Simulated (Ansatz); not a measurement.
**WC: an axial (c/a) deformation path**

An exercise on one series of results from a longer session: the logs are not shown, and one member is left open.

Computed with Ansatz 0.2.0 (DFT PBEsol, scalar-relativistic, plane waves, PAW, unless a step's input says otherwise).

1 further run of the same task is left out (set aside as unsound or not needed).

## The system as given

It takes space group P-6m2 (No. 187, hexagonal). Conventional cell: a = 2.901 Å, b = 2.901 Å, c = 2.829 Å, α = 90.00°, β = 90.00°, γ = 120.00°. W (site symmetry -6m2) has 6 C at 2.19 Å as nearest neighbours. Around C (site symmetry -6m2) lie 6 W at 2.19 Å.

Structure file:

```xyz
2
Lattice="2.9005 0.0000 0.0000 -1.4503 2.5119 0.0000 0.0000 0.0000 2.8290" Properties=species:S:1:pos:R:3 pbc="T T T"
W     0.0000    0.0000    0.0000
C     1.4503    0.8373    1.4145
```

Source of the structure: the Crystallography Open Database.

Set-up of the first run:

The input, input.yaml:

```yaml
crystal:
  lattice:
    - [2.900501436, 0.0, 0.0]
    - [-1.450250718, 2.5119079273, 0.0]
    - [0.0, 0.0, 2.829]
  atoms:
    - { symbol: W, position: [0.0, 0.0, 0.0] }
    - { symbol: C, position: [0.6666666667, 0.3333333333, 0.5] }
basis:
  ecutwfc: 420
kpoints:
  mp_grid: { grid: [9, 9, 6] }
hamiltonian:
  xc: pbesol
scf:
  occupations: { method: gaussian, width: 0.1 }
output:
  forces: true
  stress: true
  eigenvalues: true
```

Among the steps run: Quick check of gap, pressure and forces; Zero of the scan; Point ρ = 0.850; ρ = 1.200; ρ = 0.920; Point ρ = 1.100; ρ = 0.960; Point ρ = 1.050; ρ = 0.800; At ρ = 1.300.

One of the session's tables, all rows but one given; the rest of the session is left out.

```
    ρ  ΔE (meV/atom)  pressure (GPa)
0.800          814.8            25.6
0.850          429.1            15.0
0.920          110.8             5.1
0.960           26.0             1.5
1.000            0.0            -0.7
1.050           37.4            -2.1
1.100              ?               ?
1.200          485.3             0.8
1.300          940.0             6.4
```

Q: Estimate the row for ρ = 1.100 from the others.

Worked estimate for «ΔE (meV/atom)». A straight line through the neighbours (1.050, 37.4) and (1.200, 485.3) gives 37.4 + (485.3 − 37.4) × (1.100 − 1.050) / (1.200 − 1.050) = 186.7; a parabola fitted to 4 rows on both sides gives 156.6.

As computed: ΔE (meV/atom): 139.0; pressure (GPa): -2.1. In «ΔE (meV/atom)» the line misses by +47.7 and the parabola by +17.6.
